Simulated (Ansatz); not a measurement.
# Where V_F puts its levels in the gap of KZnF3 (Pm-3m)

Aim: at which Fermi levels does V_F in KZnF3 (Pm-3m) change its charge? The model is a cell of 40 host atoms with 1 F taken out.

Method: place-levels on r2SCAN runs: charge-transition levels and formation energies with image-charge correction and potential alignment at the atomic sites, in Ansatz 0.2.0.

## Step 1: The starting structure

The cell holds 39 atoms: 8 K, 8 Zn and 23 F. Its edges and angles: a = 8.094 Å, b = 8.094 Å, c = 8.094 Å, α = 90.0°, β = 90.0°, γ = 90.0°. It derives from KZnF3 (space group Pm-3m). Nearest the centre at fractional (0.250, 0.500, 0.250): Zn2 at 2.02 Å, Zn12 at 2.02 Å, F13 at 2.86 Å, F3 at 2.86 Å, F10 at 2.86 Å, K11 at 2.86 Å, F5 at 2.86 Å, K15 at 2.86 Å.

Coordinates:

```xyz
39
Lattice="8.0936 0.0000 0.0000 0.0000 8.0936 0.0000 0.0000 0.0000 8.0936" Properties=species:S:1:pos:R:3 pbc="T T T"
K     0.0000    0.0000    0.0000
Zn    2.0234    2.0234    2.0234
F     0.0000    2.0234    2.0234
F     2.0234    0.0000    2.0234
F     2.0234    2.0234    0.0000
K     0.0000    0.0000    4.0468
Zn    2.0234    2.0234    6.0702
F     0.0000    2.0234    6.0702
F     2.0234    0.0000    6.0702
F     2.0234    2.0234    4.0468
K     0.0000    4.0468    0.0000
Zn    2.0234    6.0702    2.0234
F     0.0000    6.0702    2.0234
F     2.0234    6.0702    0.0000
K     0.0000    4.0468    4.0468
Zn    2.0234    6.0702    6.0702
F     0.0000    6.0702    6.0702
F     2.0234    4.0468    6.0702
F     2.0234    6.0702    4.0468
K     4.0468    0.0000    0.0000
Zn    6.0702    2.0234    2.0234
F     4.0468    2.0234    2.0234
F     6.0702    0.0000    2.0234
F     6.0702    2.0234    0.0000
K     4.0468    0.0000    4.0468
Zn    6.0702    2.0234    6.0702
F     4.0468    2.0234    6.0702
F     6.0702    0.0000    6.0702
F     6.0702    2.0234    4.0468
K     4.0468    4.0468    0.0000
Zn    6.0702    6.0702    2.0234
F     4.0468    6.0702    2.0234
F     6.0702    4.0468    2.0234
F     6.0702    6.0702    0.0000
K     4.0468    4.0468    4.0468
Zn    6.0702    6.0702    6.0702
F     4.0468    6.0702    6.0702
F     6.0702    4.0468    6.0702
F     6.0702    6.0702    4.0468
```

The host's dielectric constants go in as inputs: 2.43 for the electrons alone, 9.81 with the ions, computed on the host (DFPT, PBEsol).

The cell's shortest repeat is 8.1 Å.

## Step 2: What was run first

Levels follow from differences of total energies between charge states, each relaxed by itself.

Random displacements of about 0.05 Å break the site symmetry at the start, so that the relaxation can reach a distorted minimum if there is one. Forces are taken at the zone centre alone. The cell holds 1 electron more than the neutral one, with a uniform background that keeps it neutral on the whole.

One state's input; the others differ in charge, spin, start and seed, and in occupations where the table says so.

The input, qm1.relax/input.yaml:

```yaml
crystal:
  lattice:
    - [4.04680842, 0.0, 0.0]
    - [0.0, 4.04680842, 0.0]
    - [0.0, 0.0, 4.04680842]
  atoms:
    - { symbol: K, position: [0.0, 0.0, 0.0] }
    - { symbol: Zn, position: [0.5, 0.5, 0.5] }
    - { symbol: F, position: [0.0, 0.5, 0.5] }
    - { symbol: F, position: [0.5, 0.0, 0.5] }
    - { symbol: F, position: [0.5, 0.5, 0.0] }
  supercell: [2, 2, 2]
  defects: [{ vacancy: 13 }]
total_charge: -1
basis:
  ecutwfc: 500
  xc_grid: 2
hamiltonian:
  xc: r2scan
kpoints:
  mp_grid: { grid: [1, 1, 1] }
scf:
  occupations: { method: fixed }
  max_iter: 100
output:
  forces: true
  charged_corrections: { epsilon: 2.43, static_epsilon: 9.81 }
relax:
  f_tol: 0.02
  max_steps: 80
  random_displacement: { amplitude: 0.05, seed: 4531 }
checkpoint:
  write: "../qm1.relax.run"
  compress: false
  write_wavefunctions: true
  write_every: 100000
```

Launch:

```sh
$ ansatz run input.yaml --threads 4 --pin off --max-ram 6594MiB --backend cpu --events-out ev --progress --plain --runs-dir out
```

Defect states can disperse in a cell of this size, so the energy is taken again at a 2×2×2 shifted mesh, on the relaxed structure.

The run of this state that the levels use, under r2SCAN:

The input, qm1.point/input.yaml:

```yaml
crystal:
  checkpoint: "../qm1.relax.run"
  host: checkpoint
total_charge: -1
basis:
  ecutwfc: 500
  xc_grid: 2
hamiltonian:
  xc: r2scan
kpoints:
  mp_grid: { grid: [2, 2, 2], shift: [0.5, 0.5, 0.5] }
scf:
  occupations: { method: fermi_dirac, width: 0.01 }
  max_iter: 100
output:
  forces: true
  eigenvalues: true
  charged_corrections:
    epsilon: 2.43
    static_epsilon: 9.81
    defect_position: [0.25, 0.5, 0.25]
  eigenstates: { localisation: true }
  populations: true
  band_densities: [{ bands: [v1, v1] }, { bands: [c1, c1] }]
  write_density: true
  write_potential: true
  volumetric_format: npy
checkpoint:
  read: "../qm1.relax.run"
  write: "../qm1.point.run"
  compress: false
  write_wavefunctions: false
  write_every: 100000
```

Relaxations under r2SCAN at the zone centre alone; times on 4 threads of Arm Neoverse V2, shared host:

```tsv
charge	moment (μB)	occupations	outcome	steps	largest displacement against the far atoms (Å)	time
−1	0	fixed	converged	12	0.97	56 s
0	1	fixed	converged	5	0.07	58 s
+1	0	fixed	converged	5	0.16	26 s
```

Single points under r2SCAN at a 2×2×2 shifted mesh; times on 4 threads of Arm Neoverse V2, shared host:

```tsv
charge	moment (μB)	occupations	outcome	time
−1	0	fermi-dirac	converged	48 s
0	1	fermi-dirac	converged	2.2 min
+1	0	fermi-dirac	converged	45 s
```

Distances (Å) from the ideal centre to the nearest atoms after relaxation with r2SCAN:

```tsv
charge	moment (μB)	1.	2.	3.	4.	5.	6.
−1	0	Zn 1.05	Zn 1.52	F 2.80	F 2.80	F 2.80	F 2.80
0	1	Zn 1.99	Zn 2.00	F 2.82	F 2.82	F 2.82	F 2.82
+1	0	Zn 2.11	Zn 2.11	F 2.71	F 2.71	F 2.72	F 2.72
```

## Step 3: Levels against the band edges, r2SCAN

A charged cell interacts with its images and the background, and its potential has another zero than the host's. place-levels removes the first by a point-charge model, screened by the static dielectric constant since the ions have relaxed around the charge, and the second by comparing potentials at atoms far from the defect.

The host is a run of the defect-free crystal in the same cutoffs, grids and k-points, so that basis and sampling errors cancel in part in the differences. The host is run in a cell of 5 atoms on a matching mesh. Its band edges are searched through the zone by a band path, so the gap is smaller than, or equal to, that on the mesh. Chemical potentials are energies per atom of F (F2 molecule), run with the same functional and cutoff.

The input, levels.point.yaml:

```yaml
host:
  run: host.point.run
states: [qm1.point.run, q0_M1.point.run, qp1.point.run]
geometry_from:
  qm1.point.run: qm1.relax.run
  q0_M1.point.run: q0_M1.relax.run
  qp1.point.run: qp1.relax.run
chemical_potentials:
  F:
    energy: -806.855705
    dataset: <sha256 of the dataset>
```

Launch:

```sh
$ ansatz place-levels levels.point.yaml -- --threads 4 --pin off --max-ram 6594MiB
```

Numbers of over 12 decimals in the logs are rounded to 6 here.

What it wrote:

```text
[... repeated set-up lines and file paths are left out, and long positions are rounded to six places ...]
(+1/0) 3.916 eV above the valence edge, 0.720 eV under the conduction edge; not on the lower envelope
(0/-1) 3.120 eV above the valence edge, 1.515 eV under the conduction edge; not on the lower envelope
(+1/-1) 3.518 eV above the valence edge, 1.117 eV under the conduction edge: charges between them are lowest nowhere
formation energy of charge +1: +2.195 eV with the Fermi level at the valence edge
formation energy of charge 0: +6.111 eV with the Fermi level at the valence edge
formation energy of charge -1: +9.232 eV with the Fermi level at the valence edge
  edges by r2scan, gap 4.636 eV; the host is sampled to repeats of 22.89 Å
  the defect's cells are sampled to repeats of 22.89 Å, like sampling
  charge +1: -57617.8810 eV with its correction of +0.031 eV, at epsilon 9.81, aligned at sites: -0.2260 eV, mean over 25 atomic sites at or beyond 4.05 Å from the defect at [0.2500, 0.5000, 0.2500], with -0.013049 for the charge's moments and without [...]
  charge 0: +0.000 eV for its dipole among its images, +0.000 omitted
  charge -1: -57603.2990 eV with its correction of +0.327 eV, at epsilon 9.81, aligned at sites: -0.0698 eV, mean over 25 atomic sites at or beyond 4.05 Å from the defect at [0.2500, 0.5000, 0.2500], with +0.025196 for the charge's moments and without [...]
  of states[2] (qp1.point.run): how wide its charge is, is not read beside other atoms or cores, and a band state would take no correction. [...]
  of states[1] (q0_M1.point.run): its alignment with the host at atomic sites is doubtful: the mean over the far sites moves by +0.0536 eV from their farther parts to their nearer, more than 0.05 eV. [...]
  of states[0] (qm1.point.run): how wide its charge is, is not read beside other atoms or cores, and a band state would take no correction. [...]
```

Wall time 0.14 s (4 threads of Arm Neoverse V2, shared host).

Under r2SCAN the gap is 4.64 eV, (+1/0) 3.92, (0/−1) 3.12 eV; the steps are inverted, so the lowest state changes at (+1/−1) 3.52 eV.

Levels between the charges placed, in eV above the valence top:

```tsv
	gap (eV)	(+1/0)	(0/−1)
r2SCAN	4.64	3.92	3.12
```

Corrections by state:

```tsv
charge	moment (μB)	image terms and alignment (eV)	band filling (eV)	ε used	over the lowest of its charge, as the program ranks them, band filling apart (eV)
+1	0.0	0.031	-	9.81	0.000
0	1.0	0.000	-	-	0.000
−1	0.0	0.327	-	9.81	0.000
```

From the program's caveats on the states, each cut to its opening words:

- charge +1, −1: how wide its charge is, is not read beside other atoms or cores, and a band state would take no correction
- charge 0 (1 μB): its alignment with the host at atomic sites is doubtful: the mean over the far sites moves by +0.0536 eV from their farther parts to their nearer, more than [...]
- charge 0 (1 μB): its displacements don't fall off away from the defect: farther atoms stand 0.012 Å off the host's places
- charge 0 (1 μB): flagged: stability check not made
- charge −1: its alignment with the host at atomic sites is doubtful: the mean over the far sites moves by +0.1438 eV from their farther parts to their nearer, more than [...]
- charge −1: the host's ions (past the first shell or, of a walk that freed a part, those that it held) aren't shown at rest: they stand up to 0.459 Å off their sites, 0.94 [...]
- charge −1: its displacements don't fall off away from the defect: farther atoms stand 0.05 Å off the host's places

Chemical potentials of the elements' reference phases, run alike. Formation energies (elemental references), with the Fermi level at the valence top and at the conduction bottom (gap 4.64 eV):

```tsv
charge	at valence top (eV)	at conduction bottom (eV)	correction included (eV)
+1	2.20	6.83	0.03
0	6.11	6.11	0.00
−1	9.23	4.60	0.33
```

```
Fermi level (eV)  lowest formation energy (eV)
            0.00                          2.20
            0.42                          2.62
            0.84                          3.04
            1.26                          3.46
            1.68                          3.88
            2.11                          4.30
            2.53                          4.73
            2.95                          5.15
            3.37                          5.57
            3.79                          5.44
            4.21                          5.02
            4.64                          4.60
```

## Step 4: The same at the relaxations' own k-points

The relaxations' own energies give the levels at their sampling, for comparison.

levels.relax_mesh.yaml is levels.point.yaml with these lines changed:

```diff
-  run: host.point.run
-states: [qm1.point.run, q0_M1.point.run, qp1.point.run]
-geometry_from:
-  qm1.point.run: qm1.relax.run
-  q0_M1.point.run: q0_M1.relax.run
-  qp1.point.run: qp1.relax.run
+  run: host.relax.run
+states: [qm1.relax.run, q0_M1.relax.run, qp1.relax.run]
```

Launch:

```sh
$ ansatz place-levels levels.relax_mesh.yaml -- --threads 4 --pin off --max-ram 6594MiB
```

What it wrote:

```text
[...]
formation energy of charge +1: +2.172 eV with the Fermi level at the valence edge
formation energy of charge 0: +5.774 eV with the Fermi level at the valence edge
formation energy of charge -1: +8.934 eV with the Fermi level at the valence edge
  edges by r2scan, gap 4.638 eV; the host is sampled to repeats of 8.09 Å
[... the lines on each state left out ...]
```

Levels between neighbouring charges, in eV above the valence top:

```tsv
	gap (eV)	(+1/0)	(0/−1)
the zone centre alone	4.64	3.60	3.16
a 2×2×2 shifted mesh	4.64	3.92	3.12
```

Going from the zone centre alone to a 2×2×2 shifted mesh moves the levels that carry no band-filling term by up to 0.31 eV and formation energies against the elements by up to 0.34 eV.

## Step 5: place-levels, LDA

LDA on the same structure is run to see how far the result rests on the functional, though not on the errors that semilocal functionals share; the sampling changes too, to the zone centre alone, so differences hold both changes.

The input, qm1.lda/input.yaml:

```yaml
crystal:
  checkpoint: "../qm1.relax.run"
  host: checkpoint
total_charge: -1
basis:
  ecutwfc: 420
  xc_grid: 2
hamiltonian:
  xc: lda
kpoints:
  mp_grid: { grid: [1, 1, 1] }
scf:
  occupations: { method: fermi_dirac, width: 0.01 }
  max_iter: 100
output:
  forces: true
  eigenvalues: true
  charged_corrections:
    epsilon: 2.43
    static_epsilon: 9.81
    defect_position: [0.25, 0.5, 0.25]
checkpoint:
  write: "../qm1.lda.run"
  compress: false
  write_wavefunctions: false
  write_every: 100000
```

Elapsed: 3.7 s, on 4 threads; peak memory 0.62 GiB; 13 s of CPU time.

The input, levels.lda.yaml:

```yaml
host:
  run: host.lda.run
states: [qm1.lda.run, q0_M1.lda.run, qp1.lda.run]
geometry_from:
  qm1.lda.run: qm1.relax.run
  q0_M1.lda.run: q0_M1.relax.run
  qp1.lda.run: qp1.relax.run
chemical_potentials:
  F:
    energy: -790.693682
    dataset: <sha256 of the dataset>
```

Launch:

```sh
$ ansatz place-levels levels.lda.yaml -- --threads 4 --pin off --max-ram 6594MiB
```

What it wrote:

```text
[...]
formation energy of charge +1: +2.277 eV with the Fermi level at the valence edge
formation energy of charge 0: +5.385 eV with the Fermi level at the valence edge
formation energy of charge -1: +8.268 eV with the Fermi level at the valence edge
  edges by lda, gap 3.642 eV; the host is sampled to repeats of 8.09 Å
[... the lines on each state left out ...]
```

Run time: 0.14 s. Hardware: 4 threads.

Under LDA the gap is 3.64 eV, (+1/0) 3.11, (0/−1) 2.88 eV; the steps are inverted, so the lowest state changes at (+1/−1) 3.00 eV.

## Step 6: A changed set-up

The levels are placed again with one choice changed, to see how much they rest on it.

levels.try0.yaml is levels.point.yaml with these lines changed:

```diff
+epsilon: 2.43
+static_epsilon: 2.43
```

Launch:

```sh
$ ansatz place-levels levels.try0.yaml -- --threads 4 --pin off --max-ram 6594MiB
```

What it wrote:

```text
(+1/0) 3.397 eV above the valence edge, 1.238 eV under the conduction edge
(0/-1) 3.645 eV above the valence edge, 0.991 eV under the conduction edge
formation energy of charge +1: +2.714 eV with the Fermi level at the valence edge
formation energy of charge 0: +6.111 eV with the Fermi level at the valence edge
formation energy of charge -1: +9.756 eV with the Fermi level at the valence edge
  edges by r2scan, gap 4.636 eV; the host is sampled to repeats of 22.89 Å
[... the lines on each state left out ...]
```

The change: the electronic dielectric constant for relaxed ions.

Levels in eV above the valence top; the changed ones are not the defect's:

```tsv
	gap (eV)	(+1/0)	(0/−1)
changed	4.64	3.40	3.65
as set up	4.64	3.92	3.12
```

The largest shift is 0.52 eV.

## Step 7: A changed set-up

A choice is tested by changing it alone.

levels.try1.yaml is levels.point.yaml with these lines changed:

```diff
+epsilon: 3.23
+static_epsilon: 13.05
```

Launch:

```sh
$ ansatz place-levels levels.try1.yaml -- --threads 4 --pin off --max-ram 6594MiB
```

What it wrote:

```text
[...]
formation energy of charge +1: +2.153 eV with the Fermi level at the valence edge
formation energy of charge 0: +6.111 eV with the Fermi level at the valence edge
formation energy of charge -1: +9.189 eV with the Fermi level at the valence edge
  edges by r2scan, gap 4.636 eV; the host is sampled to repeats of 22.89 Å
[... the lines on each state left out ...]
```

The change: dielectric constants a third too high.

Levels in eV above the valence top; the changed ones are not the defect's:

```tsv
	gap (eV)	(+1/0)	(0/−1)
changed	4.64	3.96	3.08
as set up	4.64	3.92	3.12
```

The largest shift is 0.04 eV.

## Step 8: Side by side

Levels between neighbouring charges, in eV above each run's own valence top:

```tsv
	gap (eV)	(+1/0)	(0/−1)	CPU time a state at this stage (restarts are quicker than cold starts)
r2SCAN, 2×2×2 shifted mesh	4.64	3.92	3.12	4.7 min
LDA on r2SCAN structures, zone centre alone	3.64	3.11	2.88	19 s
```

## Step 9: What came out

```json
{"gap of the host": "4.64 eV (r2SCAN)", "level (plus 1/0)": "3.92 eV above the valence top, not a change between lowest states", "level (0/minus 1)": "3.12 eV above the valence top, not a change between lowest states", "level (plus 1/minus 1)": "3.52 eV above the valence top", "lowest of the charges placed, just above the valence top (0.02 eV)": "+1", "lowest of the charges placed, just below the conduction bottom (0.02 eV)": "−1", "lowest formation energy at mid-gap of the charges run, elemental references": "4.51 eV"}
```

Of the charges placed (−1, 0 and +1), the lowest changes at 3.52 eV (+1/−1) above the valence top, in a gap of 4.64 eV. (+1/−1) passes over charge 0, which lies 0.40 eV above the two there; a lower structure or spin state of it, if missed, would change that. Charges above +1 and below −1 were not placed, so these runs say nothing of levels that involve them. States placed: +1 at 0 μB; 0 at 1 μB; −1 at 0 μB. Other spin states or structures, where not listed, weren't placed. Going from the zone centre alone to a 2×2×2 shifted mesh moves the levels that carry no band-filling term by up to 0.31 eV and formation energies against the elements by up to 0.34 eV. The program doubts the alignment of potentials for at least one state, a sign that the cell is small. What this leaves open: the images are only 8.1 Å apart; r2SCAN makes the gap too small and tends to spread out bound carriers; where a gas molecule sets a chemical potential or the host's formation energy, its binding is uncorrected; force components of up to 0.36 eV/Å remain in a run at the final settings.

[Logs are printed without paths, hosts, clocks, repeated set-up lines and the standing remarks that a program may print on its own settings, such as how far it seeks lower states.]

[Hosts, paths, dates, database ids (printed as entryN), source tags and the programs' standing remarks are cut or masked in the printed files.]

[Where a table of states has a column of steps, it counts the stored structures, which are thinned; the runs took as many ionic steps or more.]

[A defect's name tells the site on which it was built; relaxed atoms can leave that site.]

[For some hosts the program warned that the k-mesh of the response run may be too coarse for force constants and the static dielectric constant; such warnings are not shown here.]
